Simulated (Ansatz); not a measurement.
# B (fcc type): how the settings move a single-point run

Aim: see which settings change the result for B (fcc type), by how much, and at what cost.

Program: Ansatz 0.2.0. Level of theory: reference: DFT, PBE, all-electron LAPW, scalar-relativistic. These are calculated values, not measurements.

## Step 1: The system as given

The structure is cubic, space group Fm-3m (No. 225). The conventional cell has a = 2.305 Å, b = 2.305 Å, c = 2.305 Å, α = 90.00°, β = 90.00°, γ = 90.00°. B (site symmetry m-3m) is surrounded by 12 B at 1.63 Å.

Structure file:

```
B
1.0
     0.00000    1.15239    1.15239
     1.15239    0.00000    1.15239
     1.15239    1.15239    0.00000
B
1
Direct
  0.00000 0.00000 0.00000
```

## Step 2: Reference

The input, input.yaml:

```yaml
crystal:
  lattice:
    - [0.0, 1.1523929739, 1.1523929739]
    - [1.1523929739, 0.0, 1.1523929739]
    - [1.1523929739, 1.1523929739, 0.0]
  atoms:
    - { symbol: B, position: [0.0, 0.0, 0.0] }
kpoints:
  mp_grid: { grid: [24, 24, 24] }
scf:
  occupations: { method: fermi_dirac, width: 0.05 }
hamiltonian:
  xc: pbe
  pseudopotentials: { kind: all_electron, lapw: { basis_error: 0.001 } }
output:
  forces: true
  stress: true
  eigenvalues: true
  populations: true
```

Started as:

```sh
ansatz run input.yaml --threads 1 --pin off --max-ram 2048MiB --backend cpu --events-out ev --progress --plain --runs-dir out
```

## Step 3: Changed: mp_grid.grid [30, 30, 30]

Changes to input.yaml since step 2:

```diff
@@ -8,3 +8,3 @@
 kpoints:
-  mp_grid: { grid: [24, 24, 24] }
+  mp_grid: { grid: [30, 30, 30] }
 scf:
```

**Question.** What will these runs give? Wanted: for each run, ending; energy change; pressure; gap; force.

As calculated:

```
                         run     ending  energy change  pressure (GPa)  gap (eV)  force (eV/Å)  cycles   time
                   reference  converged              0           566.4      0.00          0.00       4  4.7 s
1: mp_grid.grid [30, 30, 30]  converged  -0.8 meV/atom           566.1      0.00          0.00       4    8 s
```

Residual by cycle in the longest SCF loop of each run; runs are numbered as in the table. The quantity is the density residual dr2, in eV.

```
cycle  reference    run 1
    1     0.0438   0.0445
    2     0.0101   0.0103
    3     1.4e-6   1.5e-6
    4    9.2e-10  9.0e-10
```

What this shows: Changing the k-point mesh moves the energy by -0.8 meV/atom. The energy is not variational in the mesh, so the sign tells nothing. Cost: 8 s against 4.7 s. The structure is not at rest: the sound run finds 566 GPa, so these are no properties of the relaxed crystal. 
